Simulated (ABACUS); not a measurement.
# Al (Fm-3m) in ABACUS: equation of state

Aim: energy against volume of Al in PBEsol, for its equilibrium volume and stiffness.

Program: ABACUS 3.10.1. These are calculated values, not measurements. Logs are shortened: lines on timing, memory, paths and dates and some standing lists are left out, and cuts for length are marked.

**Experimental background.**

“The interpretation of polycrystalline coherent inelastic neutron scattering from aluminium”, 2013, pmc:3831299 quotes, for a bulk crystal of Al: bulk modulus 76.9 GPa.

The results are compared with them further down.

**1. The crystal as given**

Symmetry: Fm-3m, No. 225, cubic system. The conventional cell has a = 4.050 Å, b = 4.050 Å, c = 4.050 Å, α = 90.00°, β = 90.00°, γ = 90.00°. Around Al (site symmetry m-3m) lie 12 Al at 2.86 Å.

**2. Equation of state, PBEsol, 15.61 Å³/atom (volume scaled by 0.94)**

INPUT

```
INPUT_PARAMETERS
suffix              Al
calculation         scf
basis_type          pw
pseudo_dir          ./
symmetry            1
dft_functional      pbesol
ecutwfc             41
pseudo_rcut         7
nspin               1
nbands              6
ks_solver           dav
smearing_method     fd
smearing_sigma      0.00367493
scf_thr             1e-08
scf_nmax            100
mixing_type         broyden
mixing_beta         0.7
cal_force           1
cal_stress          1
kpar                4
```

STRU

```
ATOMIC_SPECIES
Al 26.9815 Al.upf

LATTICE_CONSTANT
1.8897261246

LATTICE_VECTORS
0.0000000000 1.9834708509 1.9834708509
1.9834708509 0.0000000000 1.9834708509
1.9834708509 1.9834708509 0.0000000000

ATOMIC_POSITIONS
Direct

Al
0.0
1
0.0000000000 0.0000000000 0.0000000000 1 1 1
```

KPT

```
K_POINTS
0
Gamma
11 11 11 0 0 0
```

Potentials or basis: PseudoDojo NC SR 0.4.1 PBEsol standard, plane waves.

Command:

```console
$ OMP_NUM_THREADS=1 mpirun -np 4 abacus > log
```

running log:

```text
ABACUS v3.10.1

               Atomic-orbital Based Ab-initio Computation at UStc

 ------------------------------------------------------------------------------------

 READING GENERAL INFORMATION
                           global_out_dir = OUT.Al/
                           global_in_card = INPUT
                               pseudo_dir = ./
                              orbital_dir =
                                    DSIZE = 4
                                    GSIZE = 1

 READING UNITCELL INFORMATION
                                    ntype = 1
                  lattice constant (Bohr) = 1.88973
              lattice constant (Angstrom) = 1

 READING ATOM TYPE 1
                               atom label = Al
                      L=0, number of zeta = 1
                      L=1, number of zeta = 1
                      L=2, number of zeta = 1
             number of atom for this type = 1

                        TOTAL ATOM NUMBER = 1
DIRECT COORDINATES
    atom                   x                   y                   z     mag                  vx                  vy                  vz
taud_Al1            0.0000000000        0.0000000000        0.0000000000  0.0000        0.0000000000        0.0000000000        0.0000000000

                          Volume (Bohr^3) = 105.318
                             Volume (A^3) = 15.6066

 Lattice vectors: (Cartesian coordinate: in unit of a_0)
                   +0            +1.98347            +1.98347
             +1.98347                  +0            +1.98347
             +1.98347            +1.98347                  +0
 Reciprocal vectors: (Cartesian coordinate: in unit of 2 pi/a_0)
            -0.252083           +0.252083           +0.252083
            +0.252083           -0.252083           +0.252083
            +0.252083           +0.252083           -0.252083
 The esolver type has been set to : ksdft_pw

                PAO radial cut off (Bohr) = 7

 Read in pseudopotential file is Al.upf
                     pseudopotential type = NC
          exchange-correlation functional = PBESOL
                 nonlocal core correction = 1
                        valence electrons = 3
                                     lmax = 2
                           number of zeta = 2
                     number of projectors = 6
                           L of projector = 0
                           L of projector = 0
                           L of projector = 1
                           L of projector = 1
                           L of projector = 2
                           L of projector = 2
     initial pseudo atomic orbital number = 4

 SETUP THE ELECTRONS NUMBER
            electron number of element Al = 3
      total electron number of element Al = 3
            AUTOSET number of electrons:  = 3
                           occupied bands = 2
                                   NBANDS = 6
                                   NLOCAL = 9

 SETUP THE PLANE WAVE BASIS
 energy cutoff for charge/potential (unit:Ry) = 164
            fft grid for charge/potential = [ 24, 24, 24 ]
                        fft grid division = [ 1, 1, 1 ]
        big fft grid for charge/potential = [ 24, 24, 24 ]
                                     nbxx = 13824
                                     nrxx = 13824

 SETUP PLANE WAVES FOR CHARGE/POTENTIAL
                    number of plane waves = 3719
                         number of sticks = 313

 PARALLEL PW FOR CHARGE/POTENTIAL
     PROC   COLUMNS(POT)             PW
        1            313           3719
 --------------- sum -------------------
        1            313           3719
                            number of |g| = 80
                                  max |g| = 14.7427
                                  min |g| = 0

----------- Double Check Mixing Parameters Begin ------------
mixing_type: broyden
mixing_beta: 0.7
mixing_gg0: 1
mixing_gg0_min: 0.1
mixing_ndim: 8
----------- Double Check Mixing Parameters End ------------

 LATTICE VECTORS: (CARTESIAN COORDINATE: IN UNIT OF A0)
                   +0            +1.98347            +1.98347
             +1.98347                  +0            +1.98347
             +1.98347            +1.98347                  +0
                       right hand lattice = 1
                                   NORM_A = 2.80505
                                   NORM_B = 2.80505
                                   NORM_C = 2.80505
                           ALPHA (DEGREE) = 60
                           BETA  (DEGREE) = 60
                           GAMMA (DEGREE) = 60

 The lattice vectors have been changed (STRU_SIMPLE.cif)

(for optimal symmetric configuration:)
                             BRAVAIS TYPE = 3
                     BRAVAIS LATTICE NAME = 03. Cubic F (face-centered)
                                    ibrav = 3
                                    IBRAV = 3
                                  BRAVAIS = FACE CENTERED CUBIC
                       LATTICE CONSTANT A = 3.96694
Original cell was already a primitive cell.
                        ROTATION MATRICES = 48
              PURE POINT GROUP OPERATIONS = 48
                   SPACE GROUP OPERATIONS = 48
                              POINT GROUP = O_h
               POINT GROUP IN SPACE GROUP = O_h

 SETUP K-POINTS
                                    nspin = 1
                   Input type of k points = Monkhorst-Pack(Gamma)
                                   nkstot = 1331
                       right hand lattice = 1
(for reciprocal lattice: )
                             BRAVAIS TYPE = 2
                     BRAVAIS LATTICE NAME = 02. Cubic I (body-centered)
                                    ibrav = 2
                       right hand lattice = 1
(for k-lattice: )
                             BRAVAIS TYPE = 2
                     BRAVAIS LATTICE NAME = 02. Cubic I (body-centered)
                                    ibrav = 2
                       right hand lattice = 1
                        ROTATION MATRICES = 48
                               nkstot_ibz = 56
K-POINTS REDUCTION ACCORDING TO SYMMETRY
     IBZ    DIRECT_X    DIRECT_Y    DIRECT_Z  WEIGHT  ibz2bz
       1  0.00000000  0.00000000  0.00000000  0.0008       0
       2  0.09090909  0.09090909  0.09090909  0.0060       1
       3  0.18181818  0.18181818  0.18181818  0.0060       2
       4  0.27272727  0.27272727  0.27272727  0.0060       3
       5  0.36363636  0.36363636  0.36363636  0.0060       4
       6  0.45454545  0.45454545  0.45454545  0.0060       5
[... 22 lines left out ...]
      29 -0.36363636  0.36363636  0.36363636  0.0180      40
      30 -0.45454545  0.27272727  0.27272727  0.0090      41
[... 26 further k points ...]

                               nkstot now = 56
[... K-POINTS DIRECT COORDINATES: 56 rows ...]

           k-point number in this process = 14
       minimum distributed K point number = 14
[... stars of the k points ...]

[... K-POINTS CARTESIAN COORDINATES: 14 rows ...]

[... K-POINTS DIRECT COORDINATES: 14 rows ...]

 SETUP PLANE WAVES FOR WAVE FUNCTIONS
     energy cutoff for wavefunc (unit:Ry) = 41
              fft grid for wave functions = [ 24, 24, 24 ]
                    number of plane waves = 821
                         number of sticks = 121

 PARALLEL PW FOR WAVE FUNCTIONS
     PROC   COLUMNS(POT)             PW
        1            121            821
 --------------- sum -------------------
        1            121            821

 SETUP NONLOCAL PSEUDOPOTENTIALS IN PLANE WAVE BASIS
 Al non-local projectors:
 projector 1 L=0
 projector 2 L=0
 projector 3 L=1
 projector 4 L=1
 projector 5 L=2
 projector 6 L=2
      TOTAL NUMBER OF NONLOCAL PROJECTORS = 18

 Init Non-Local PseudoPotential table :
 Init Non-Local-Pseudopotential done.

                                     npwx = 487

 Make real space PAO into reciprocal space.
       max mesh points in Pseudopotential = 701
     dq(describe PAO in reciprocal space) = 0.01
                                    max q = 773

 number of pseudo atomic orbitals for Al is 2
WARNING: norm of atomic wavefunction # 1 of atomic type Al is 0.99922, renormalized
WARNING: norm of atomic wavefunction # 2 of atomic type Al is 0.98516, renormalized

 -------------------------------------------
 SELF-CONSISTENT
 -------------------------------------------
                                 init_chg = atomic

 PW ALGORITHM --------------- ION=   1  ELEC=   1--------------------------------
 Notice: Threshold on eigenvalues was too large.
 hsover_error=0.03 > DRHO=0.00569102
 Origin diag ethr = 0.01
 New diag ethr = 0.000189701

 Density error is 0.00569070975311
                          Error Threshold = 0.000189700507671
----------------------------------------------------------
     Energy           Rydberg                 eV
----------------------------------------------------------
 E_KohnSham     -4.6406714060        -63.1395736676
 E_Harris       -4.6204197178        -62.8640353139
 E_Fermi        0.6230329796         8.4767985652
----------------------------------------------------------

 PW ALGORITHM --------------- ION=   1  ELEC=   2--------------------------------

 Density error is 0.000624596990695
                          Error Threshold = 0.000189690325104
----------------------------------------------------------
     Energy           Rydberg                 eV
----------------------------------------------------------
 E_KohnSham     -4.6404927849        -63.1371434024
 E_Harris       -4.6326716112        -63.0307308748
 E_Fermi        0.6218692052         8.4609646019
----------------------------------------------------------

 PW ALGORITHM --------------- ION=   1  ELEC=   3--------------------------------

 Density error is 5.94326697927e-07
                          Error Threshold = 2.08198996898e-05
----------------------------------------------------------
     Energy           Rydberg                 eV
----------------------------------------------------------
 E_KohnSham     -4.6405180293        -63.1374868704
 E_Harris       -4.6404862606        -63.1370546345
 E_Fermi        0.6214950483         8.4558739360
----------------------------------------------------------

 PW ALGORITHM --------------- ION=   1  ELEC=   4--------------------------------

 Density error is 4.35092906591e-08
                          Error Threshold = 1.98108899309e-08
----------------------------------------------------------
     Energy           Rydberg                 eV
----------------------------------------------------------
 E_KohnSham     -4.6405193299        -63.1375045661
 E_Harris       -4.6404551161        -63.1366308920
 E_Fermi        0.6214993982         8.4559331186
----------------------------------------------------------

 PW ALGORITHM --------------- ION=   1  ELEC=   5--------------------------------

 Density error is 6.34133848793e-11
                          Error Threshold = 1.45030968864e-09
----------------------------------------------------------
     Energy           Rydberg                 eV
----------------------------------------------------------
 E_KohnSham     -4.6405193312        -63.1375045830
 E_KS(sigma->0) -4.6403770069        -63.1355681622
 E_Harris       -4.6405198527        -63.1375116786
 E_band         0.8545404977         11.6266199403
 E_one_elec     3.0515726223         41.5187755237
 E_Hartree      0.0078314596         0.1065524743
 E_xc           -2.1951865492        -29.8670452423
 E_Ewald        -5.5044522153        -74.8919144972
 E_entropy(-TS) -0.0002846485        -0.0038728415
 E_descf        0.0000000000         0.0000000000
 E_exx          0.0000000000         0.0000000000
 E_Fermi        0.6214965482         8.4558943427
----------------------------------------------------------

 charge density convergence is achieved
 final etot is -63.137504583 eV
 EFERMI = 8.4558943427 eV

 STATE ENERGY(eV) AND OCCUPATIONS    NSPIN == 1
 1/14 kpoint (Cartesian) = 0.0000 0.0000 0.0000 (459 pws)
       1       -3.06288     0.00150263
       2        21.3809        0.00000
       3        21.3809        0.00000
       4        21.3809        0.00000
       5        23.2449        0.00000
       6        23.2449        0.00000

 2/14 kpoint (Cartesian) = 0.022917 0.022917 0.022917 (483 pws)
       1       -2.83010      0.0120210
       2        18.4527    1.77502e-89
       3        20.8026        0.00000
       4        20.8026        0.00000
       5        23.8066        0.00000
       6        24.1814        0.00000

 3/14 kpoint (Cartesian) = 0.045833 0.045833 0.045833 (483 pws)
       1       -2.13411      0.0120210
       2        14.6930    8.03177e-57
       3        20.0864        0.00000
       4        20.0864        0.00000
       5        23.5307        0.00000
       6        24.9630        0.00000

 4/14 kpoint (Cartesian) = 0.068750 0.068750 0.068750 (477 pws)
       1      -0.981938      0.0120210
       2        11.1525    4.54129e-26
       3        19.6788        0.00000
       4        19.6788        0.00000
       5        23.2929        0.00000
       6        23.3018        0.00000

 5/14 kpoint (Cartesian) = 0.091667 0.091667 0.091667 (474 pws)
       1       0.614923      0.0120210
       2        7.94206      0.0120206
       3        19.6354        0.00000
       4        19.6354        0.00000
       5        21.8289        0.00000
       6        21.8289        0.00000

 6/14 kpoint (Cartesian) = 0.11458 0.11458 0.11458 (470 pws)
       1        2.63607      0.0120210
       2        5.10993      0.0120210
       3        19.9607        0.00000
       4        19.9607        0.00000
       5        20.7331        0.00000
       6        20.7331        0.00000

[... levels at 8 further k points ...]

------------------------------------------------------------------------------------------
 TOTAL-FORCE (eV/Angstrom)
------------------------------------------------------------------------------------------
                       Al1         0.0000000000         0.0000000000         0.0000000000
------------------------------------------------------------------------------------------

----------------------------------------------------------------
 TOTAL-STRESS (KBAR)
----------------------------------------------------------------
        32.6077958910         0.0000000000         0.0000000000
         0.0000000000        32.6077958910        -0.0000000000
         0.0000000000        -0.0000000000        32.6077958910
----------------------------------------------------------------
 TOTAL-PRESSURE: 32.607796 KBAR

 --------------------------------------------
 !FINAL_ETOT_IS -63.1375045829904167 eV
 --------------------------------------------
```

Run time: 0.8 s. Hardware: 4 MPI ranks of Intel Xeon 6975P-C (Granite Rapids), shared host; peak memory 0.2 GiB.

What came out:

```yaml
Free_energy: -63.1375 eV
Pressure: 3.3 GPa
Band_gap_on_the_k_mesh: none (metal or under the smearing width)
```

[end of part 1 of 2]
